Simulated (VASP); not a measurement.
Set up this calculation in VASP 6.6.1, as the native input.

```yaml
Task: single point
Functional: r2SCAN
Dispersion: rVV10
Potentials_or_basis: VASP PAW PBE potentials, release 64 (K_sv, F)
Cutoff: 520 eV
k_mesh: 8 × 8 × 8
Occupations: gaussian, width 0.01 eV
Spin: no spin polarisation
Dipole_correction: no
Further_INCAR_settings: ALGO = Normal; EDIFF = 1e-06; NBANDS = 15
```

KF:

```xyz
2
Lattice="3.2506 0.0319 -0.0039 0.0319 3.3117 0.0543 -0.0039 0.0543 3.2165" Properties=species:S:1:pos:R:3 pbc="T T T"
K     0.0000    0.0000    0.0000
F     1.6393    1.6990    1.6334
```

The cell comes from a database or a generator and needn't be the stable form of this composition.

The input as run:

POSCAR

```
KF
1.0
    3.2506070000      0.0318790000     -0.0039190000
    0.0318790000      3.3117180000      0.0543290000
   -0.0039190000      0.0543290000      3.2164700000
K F
1 1
Direct
    0.0000000000      0.0000000000      0.0000000000
    0.5000000000      0.5000000000      0.5000000000
```

INCAR.step1

```
  PREC = Accurate
  ENCUT = 520
  ISMEAR = 0
  SIGMA = 0.01
  LREAL = F
  LASPH = T
  NELM = 80
  NBANDS = 15
  GGA = PE
  ALGO = Normal
  EDIFF = 1E-4
  LWAVE = T
  LCHARG = F
```

INCAR.step2

```
  PREC = Accurate
  ENCUT = 520
  EDIFF = 1E-6
  ISMEAR = 0
  SIGMA = 0.01
  LREAL = F
  LASPH = T
  NELM = 80
  ALGO = Normal
  ISIF = 2
  LWAVE = F
  LCHARG = F
  METAGGA = R2SCAN
  LMIXTAU = T
  LUSE_VDW = T
  IVDW_NL = 2
  BPARAM = 11.95
  CPARAM = 0.0093
  NBANDS = 15
  ISTART = 1
```

KPOINTS

```
regular mesh
0
Gamma
  8 8 8
```

Potentials or basis: VASP PAW PBE potentials, release 64 (K_sv, F).

Run with:

```bash
$ cat potpaw_PBE.64/K_sv/POTCAR potpaw_PBE.64/F/POTCAR > POTCAR
$ cp INCAR.step1 INCAR
$ mpirun -np 1 vasp_std > vasp.out
$ cp INCAR.step2 INCAR
$ mpirun -np 1 vasp_std > vasp.out
```

It gave:

```json
{
  "Pressure": "-3.5 GPa",
  "Band gap on the k mesh": "7.02 eV, indirect (least direct gap 7.07 eV)"
}
```

Caveat: the PAW data sets were made with another functional, which shifts forces and pressure a little.

Wall time 3.1 min on 1 thread of Intel(R) Xeon(R) Platinum 8488C (Sapphire Rapids), with other jobs on the host, peak memory 0.32 GiB.
